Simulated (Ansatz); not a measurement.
The system is CdS.

```
CELL_PARAMETERS angstrom
4.26117 0.00000 0.00000
-2.13058 3.69028 0.00000
0.00000 0.00000 5.80417
ATOMIC_POSITIONS crystal
Cd 0.00000 0.00000 0.44269
S 0.66667 0.33333 0.43431
```

Measurements of this composition are mostly on another form, of space group No. 186.

- Program: Ansatz 0.2.0
- Task: relaxation of cell and atoms
- Functional: revPBE
- Potentials or basis: Ansatz PAW
- Cutoff: 420 eV (not typed: the program's choice for these potentials)
- k mesh: 7 × 7 × 5
- Occupations: fermi-dirac, width 0.05 eV
- Spin: no spin polarisation

At the start: volume 45.64 Å³/atom.

Task: How do energy, volume and symmetry change on relaxing?

Result: It ends after 8 steps and the volume is 50.58 Å³/atom (+10.8 %); space group P-6m2 (No. 187, to 0.05 Å).

Step by step:
```
step  energy change (eV)  largest force (eV/Å)  volume (Å³)
   1              0.0000                0.0003        91.27
   2             -0.0020                0.0028        92.35
   3             -0.0022                0.0034        92.89
   4             -0.0032                0.0015        95.17
   5             -0.0041                0.0035        99.72
   6             -0.0039                0.0050       102.06
   7             -0.0041                0.0026       101.16
   8             -0.0052                0.0026       101.16
```

Final structure:
```xyz
2
Lattice="4.2850 0.0000 0.0000 -2.1425 3.7110 0.0000 0.0000 0.0000 6.3615" Properties=species:S:1:pos:R:3 pbc="T T T"
Cd    0.0000    0.0000    2.7771
S     2.1425    1.2370    2.8019
```

Caveat: the plane-wave basis is chosen anew once the cell has moved, so the energies of steps on either side of that aren't comparable; the PAW data sets come from PBE, with cores solved anew for the run's functional, which leaves a small shift of forces and pressure.
